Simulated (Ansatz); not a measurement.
Set up this calculation in Ansatz 0.2.0, as an ASE script.

```yaml
Task: single point
Functional: PBE
Potentials_or_basis: Ansatz NC
Cutoff: 952 eV
Density_cutoff: 3810 eV
k_mesh: 10 × 10 × 10
Occupations: methfessel-paxton, width 0.15 eV
Spin: spin-orbit coupling, no magnetisation
Driver: chain
```

The structure of In lies in In.cif:

```cif
data_In
_cell_length_a 3.94460406
_cell_length_b 3.94460406
_cell_length_c 3.94460406
_cell_angle_alpha 90.00000000
_cell_angle_beta 90.00000000
_cell_angle_gamma 90.00000000
_space_group_name_H-M_alt 'Im-3m'
_space_group_name_Hall '-I 4 2 3'
_space_group_IT_number 229
loop_
_space_group_symop_operation_xyz
'x,y,z'
'-x,-y,-z'
'-y,x,z'
'y,-x,-z'
'-x,-y,z'
'x,y,-z'
'y,-x,z'
'-y,x,-z'
'x,-y,-z'
'-x,y,z'
'-y,-x,-z'
'y,x,z'
'-x,y,-z'
'x,-y,z'
'y,x,-z'
'-y,-x,z'
'z,x,y'
'-z,-x,-y'
'z,-y,x'
'-z,y,-x'
'z,-x,-y'
'-z,x,y'
'z,y,-x'
'-z,-y,x'
'-z,x,-y'
'z,-x,y'
'-z,-y,-x'
'z,y,x'
'-z,-x,y'
'z,x,-y'
'-z,y,x'
'z,-y,-x'
'y,z,x'
'-y,-z,-x'
'x,z,-y'
'-x,-z,y'
'-y,z,-x'
'y,-z,x'
'-x,z,y'
'x,-z,-y'
'-y,-z,x'
'y,z,-x'
'-x,-z,-y'
'x,z,y'
'y,-z,-x'
'-y,z,x'
'x,-z,y'
'-x,z,-y'
'x+1/2,y+1/2,z+1/2'
'-x+1/2,-y+1/2,-z+1/2'
'-y+1/2,x+1/2,z+1/2'
'y+1/2,-x+1/2,-z+1/2'
'-x+1/2,-y+1/2,z+1/2'
'x+1/2,y+1/2,-z+1/2'
'y+1/2,-x+1/2,z+1/2'
'-y+1/2,x+1/2,-z+1/2'
'x+1/2,-y+1/2,-z+1/2'
'-x+1/2,y+1/2,z+1/2'
'-y+1/2,-x+1/2,-z+1/2'
'y+1/2,x+1/2,z+1/2'
'-x+1/2,y+1/2,-z+1/2'
'x+1/2,-y+1/2,z+1/2'
'y+1/2,x+1/2,-z+1/2'
'-y+1/2,-x+1/2,z+1/2'
'z+1/2,x+1/2,y+1/2'
'-z+1/2,-x+1/2,-y+1/2'
'z+1/2,-y+1/2,x+1/2'
'-z+1/2,y+1/2,-x+1/2'
'z+1/2,-x+1/2,-y+1/2'
'-z+1/2,x+1/2,y+1/2'
'z+1/2,y+1/2,-x+1/2'
'-z+1/2,-y+1/2,x+1/2'
'-z+1/2,x+1/2,-y+1/2'
'z+1/2,-x+1/2,y+1/2'
'-z+1/2,-y+1/2,-x+1/2'
'z+1/2,y+1/2,x+1/2'
'-z+1/2,-x+1/2,y+1/2'
'z+1/2,x+1/2,-y+1/2'
'-z+1/2,y+1/2,x+1/2'
'z+1/2,-y+1/2,-x+1/2'
'y+1/2,z+1/2,x+1/2'
'-y+1/2,-z+1/2,-x+1/2'
'x+1/2,z+1/2,-y+1/2'
'-x+1/2,-z+1/2,y+1/2'
'-y+1/2,z+1/2,-x+1/2'
'y+1/2,-z+1/2,x+1/2'
'-x+1/2,z+1/2,y+1/2'
'x+1/2,-z+1/2,-y+1/2'
'-y+1/2,-z+1/2,x+1/2'
'y+1/2,z+1/2,-x+1/2'
'-x+1/2,-z+1/2,-y+1/2'
'x+1/2,z+1/2,y+1/2'
'y+1/2,-z+1/2,-x+1/2'
'-y+1/2,z+1/2,x+1/2'
'x+1/2,-z+1/2,y+1/2'
'-x+1/2,z+1/2,-y+1/2'
loop_
_atom_site_label
_atom_site_type_symbol
_atom_site_symmetry_multiplicity
_atom_site_Wyckoff_symbol
_atom_site_fract_x
_atom_site_fract_y
_atom_site_fract_z
_atom_site_occupancy
In1 In 2 a 0.0000000000 0.0000000000 0.0000000000 1
```

This isn't the form of In at room conditions, which is tetragonal.

The cell isn't the ideal one: volume scaled by 1.15.

These files were run (other wordings do the same):

run.py

```python
import json

import ase.io
import numpy as np
import spglib

import ansatz as az

atoms = ase.io.read("In.cif")
cell, frac, numbers = spglib.find_primitive((atoms.cell[:], atoms.get_scaled_positions(), atoms.numbers), symprec=1e-5)
atoms = ase.Atoms(numbers, cell=cell, scaled_positions=frac, pbc=True)

calculation = (
    az.Crystal.from_ase(atoms)
    .calculation()
    .kpoints(10, 10, 10)
    .functional("pbe")
    .pseudopotentials(kind="nc_fr")
    .spin("noncollinear", soc=True)
    .occupations(method="methfessel_paxton", width=0.15)
    .forces()
    .stress()
    .band_table(publish=True)
)
outcome = calculation.run(threads=2, events_out="events.jsonl")

report = outcome.report
for line in open("events.jsonl"):
    event = json.loads(line)
    if event["event"] == "scf_iter":
        d = event["data"]
        print(f"SCF {d['iter']:3d}  HF = {d['harris_foulkes_ev']:.6f} eV  dr2 = {d['dr2_ev']:.2e} eV")
    elif event["event"] in ("relax_step", "md_step"):
        d = event["data"]
        print(f"{event['event']} {d['step']:3d}  E = {d['lagrangian_ev']:.6f} eV")
np.set_printoptions(precision=5, suppress=True, linewidth=110)
print("converged:", report["converged"], "after", report["n_iterations"], "iterations")
print(f"free energy {report['free_energy_ev']:.6f} eV, Fermi level {report['fermi_energy_ev']:.4f} eV")
for key in ("band_edges_ev", "magnetization_mub", "site_moments_mub", "site_moments_nc_mub", "forces_ev_ang",
                "stress_gpa"):
    if report.get(key) is not None:
        print(key, np.array(report[key]), sep="\n")
```

Potentials or basis: Ansatz NC.

Run with:

```sh
$ python run.py
```

It gave:

```yaml
Pressure: -2.7 GPa
Band_gap_on_the_k_mesh: none (metal or under the smearing width)
```

Run time: 4.4 s on 2 threads of Arm Neoverse V2 (shared host), peak memory 0.57 GiB.
